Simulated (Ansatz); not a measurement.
Runs of Ansatz 0.2.0 on MnSb. The structure is hexagonal, space group P6_3/mmc (No. 194). The conventional cell has a = 4.150 Å, b = 4.150 Å, c = 5.780 Å, α = 90.00°, β = 90.00°, γ = 120.00°. Around Sb (site symmetry -6m2) lie 6 Mn at 2.80 Å. Mn (site symmetry -3m) is surrounded by 6 Sb at 2.80 Å and 2 Mn at 2.89 Å. 

```csv
task,level,cell,k mesh,points for each segment of the path,mesh quality,gap on the mesh (eV),pressure (GPa),moment (μB),relaxed volume (Å³/atom)
band structure,HSE03,as given,4 × 4 × 3,4,coarse,none,4.9,7.99,-
relaxation of cell and atoms,revPBE,relaxed,7 × 7 × 5,-,not flagged,-,0.0,6.63,(a)
band structure,PBEsol,as given,7 × 7 × 5,14,not flagged,none,-7.1,6.70,-
relaxation of cell and atoms,RPBE,relaxed,7 × 7 × 5,-,not flagged,-,0.0,6.73,(b)
band structure,HSE06,as given,4 × 4 × 3,4,coarse,none,4.8,8.00,-
```

Alike in all rows: potentials or basis Ansatz PAW; spin collinear, ferromagnetic start; cutoff (eV) 420; smearing fermi-dirac 0.05 eV.

Fill in the values left out.

(a) 21.05; (b) 21.34.

Caveats: some runs use coarse meshes; only a ferromagnetic start was run, and an antiferromagnetic order may lie lower in energy; the PAW data sets come from PBE, with cores solved anew for the run's functional, which leaves a small shift of forces and pressure; spin-orbit coupling is left out, which moves the levels of the heavy elements (some runs); the magnetic or orbital state may not be the lowest (some runs); the thresholds are loose for stress (some runs); the plane-wave basis is chosen anew once the cell has moved, so the energies of steps on either side of that aren't comparable (some runs).

A k mesh can miss the band edges, and the runs leave out spin-orbit coupling on Sb.

A gap of «none» marks a metal or a gap under the smearing width.
